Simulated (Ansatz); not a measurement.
WS2, 3R-MoS2 type, relaxed with r2SCAN+rVV10 in the plane-wave code Ansatz. Space group R3m (No. 160), trigonal; a = 3.172 Å, c = 18.712 Å in the conventional setting, 18.11 Å³ an atom. W is surrounded by 6 S at 2.41 Å; S is surrounded by 3 W at 2.41 Å.

The axes x, y and z are those of this cell:
```
W S
1.0
     1.58589    0.91561    6.23747
    -1.58589    0.91561    6.23747
     0.00000   -1.83122    6.23747
W S
1 2
Direct
  0.99999 0.99999 0.99999
  0.41680 0.41680 0.41680
  0.24988 0.24988 0.24988
```

Unstrained: The PBE gap is indirect, 1.069 eV (T to Γ–S₀ (0.52 of the way from Γ)), below the direct gap of 1.848 eV at k = (-0.163, 0.163, -1/2). With r2SCAN the valence top lies at T and the conduction bottom at Γ–S₀ (0.52 of the way from Γ), 1.180 eV higher; the smallest vertical gap, at k = (-0.163, 0.163, -1/2), is 1.971 eV. HSE06 gives an indirect gap of 1.602 eV, from T to Γ–S₀ (0.52 of the way from Γ); the least direct gap is 2.329 eV at k = (1/6, -1/2, -1/6). Meshes: PBE 10×10×10, r2SCAN 10×10×10, HSE06 6×6×6. Strains are changes of length per length, and xy shears are angles. After each strain the atoms were relaxed again with r2SCAN+rVV10 within the symmetry that the strain leaves, so tilts or polar shifts that break it weren't tested; points keep the names that they have in the unstrained zone. The values are computed, spin-unpolarised, and not measurements.

(1) Estimate what uniaxial -3.0 % along x, other directions held does to the gap.

(2) Estimate what xy shear, engineering strain (angle) -4.0 % does to the gap.

(3) Apply isotropic +4.0 % on every length. How far does the gap move, against the unstrained cell?

(4) Apply uniaxial -2.0 % along z, other directions held. How far does the gap move, against the unstrained cell?

(5) Apply isotropic +1.5 % on every length. How far does the gap move, against the unstrained cell?

(6) Order the strained cells by their HSE06 gap, smallest first.
A. isotropic +4.0 % on every length
B. isotropic +1.5 % on every length
C. uniaxial -2.0 % along z, other directions held
D. xy shear, engineering strain (angle) -4.0 %
E. uniaxial -3.0 % along x, other directions held

## Answers

(1) PBE: the gap goes from 1.069 to 1.070 eV (+0.001 eV). r2SCAN: the gap goes from 1.180 to 1.188 eV (+0.008 eV). HSE06: the gap goes from 1.602 to 1.611 eV (+0.009 eV).

(2) PBE: the gap goes from 1.069 to 1.060 eV (-0.009 eV); the edges go from T → Γ–S₀ (0.52) to T → (0.180, 0, -0.174). r2SCAN: the gap goes from 1.180 to 1.172 eV (-0.008 eV); the edges go from T → Γ–S₀ (0.52) to T → (0.180, 0, -0.174). HSE06: the gap goes from 1.602 to 1.597 eV (-0.005 eV); the edges go from T → Γ–S₀ (0.52) to T → (0.180, 0, -0.174).

(3) PBE: the gap goes from 1.069 to 0.545 eV (-0.524 eV); the edges go from T → Γ–S₀ (0.52) to T → (1/6, 1/2, -1/6). r2SCAN: the gap goes from 1.180 to 0.599 eV (-0.581 eV); the edges go from T → Γ–S₀ (0.52) to T → (1/6, 1/2, -1/6). HSE06: the gap goes from 1.602 to 0.934 eV (-0.668 eV); the edges go from T → Γ–S₀ (0.52) to T → (1/6, 1/2, -1/6).

(4) PBE: the gap goes from 1.069 to 0.972 eV (-0.097 eV). r2SCAN: the gap goes from 1.180 to 1.080 eV (-0.100 eV). HSE06: the gap goes from 1.602 to 1.493 eV (-0.109 eV).

(5) PBE: the gap goes from 1.069 to 0.929 eV (-0.140 eV); the edges go from T → Γ–S₀ (0.52) to T → (0.164, 0.497, -0.169). r2SCAN: the gap goes from 1.180 to 0.998 eV (-0.182 eV); the edges go from T → Γ–S₀ (0.52) to T → (0.164, 0.497, -0.169). HSE06: the gap goes from 1.602 to 1.361 eV (-0.241 eV); the edges go from T → Γ–S₀ (0.52) to T → (0.164, 0.497, -0.169).

(6) A (0.93 eV), B (1.36 eV), C (1.49 eV), D (1.60 eV), E (1.61 eV).

No spin-orbit coupling is included; it can move band edges with weight on the heavy atoms by tenths of an eV.

Where an edge lies off the special points, it is a point of the mesh or the k point where a search put PBE's edge or least direct gap, reused for the other functionals, whose own edges may lie a little apart.

Coordinates of k points refer to the reciprocal vectors of the primitive cell of the runs.
